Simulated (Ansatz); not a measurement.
Input and command of a plane-wave DFT calculation in Ansatz:

```yaml
crystal:
  lattice:
    - [1.5458832036, -2.6775482513, 0.0]
    - [0.0, 0.0, -5.0740211774]
    - [9.275299222, 5.3550965025, 0.0]
  atoms:
    - { symbol: Si, position: [0.5, 0.9954364687, 0.0833333333] }
    - { symbol: Si, position: [0.0, 0.9954364687, 0.3333333333] }
    - { symbol: Si, position: [0.5, 0.9954364687, 0.5833333333] }
    - { symbol: Si, position: [0.0, 0.9954364687, 0.8333333333] }
    - { symbol: Si, position: [0.0, 0.4954364687, 0.1666666667] }
    - { symbol: Si, position: [0.5, 0.4954364687, 0.4166666667] }
    - { symbol: Si, position: [0.0, 0.4954364687, 0.6666666667] }
    - { symbol: Si, position: [0.5, 0.4954364687, 0.9166666667] }
    - { symbol: C, position: [0.5, 0.6195635313, 0.0833333333] }
    - { symbol: C, position: [0.0, 0.6195635313, 0.3333333333] }
    - { symbol: C, position: [0.5, 0.6195635313, 0.5833333333] }
    - { symbol: C, position: [0.0, 0.6195635313, 0.8333333333] }
    - { symbol: C, position: [0.0, 0.1195635313, 0.1666666667] }
    - { symbol: C, position: [0.5, 0.1195635313, 0.4166666667] }
    - { symbol: C, position: [0.0, 0.1195635313, 0.6666666667] }
    - { symbol: C, position: [0.5, 0.1195635313, 0.9166666667] }
basis:
  ecutwfc: 420
kpoints:
  mp_grid: { grid: [9, 5, 3] }
hamiltonian:
  xc: pbe
scf:
  occupations: { method: gaussian, width: 0.05 }
output:
  forces: true
  stress: true
  eigenvalues: true
  write_density: true
  write_potential: true
  elf: true
  volumetric_format: npy
```

```bash
ansatz run input.yaml --threads 2 --pin off --max-ram 5120MiB --backend cpu --events-out ev --progress --plain --runs-dir out
```

Processor: Intel(R) Xeon(R) 6975P-C (Granite Rapids), 2 threads, on a host shared with other jobs.

Question: How long does it run, and how much memory does it take?

Answer: About 8.7 s on 2 threads of Intel(R) Xeon(R) 6975P-C (Granite Rapids), with other jobs on the host, peak memory 0.52 GiB. It solves 48 bands at 30 k points (the mesh reduced by symmetry) with about 3293 plane waves, in 6 SCF iterations.
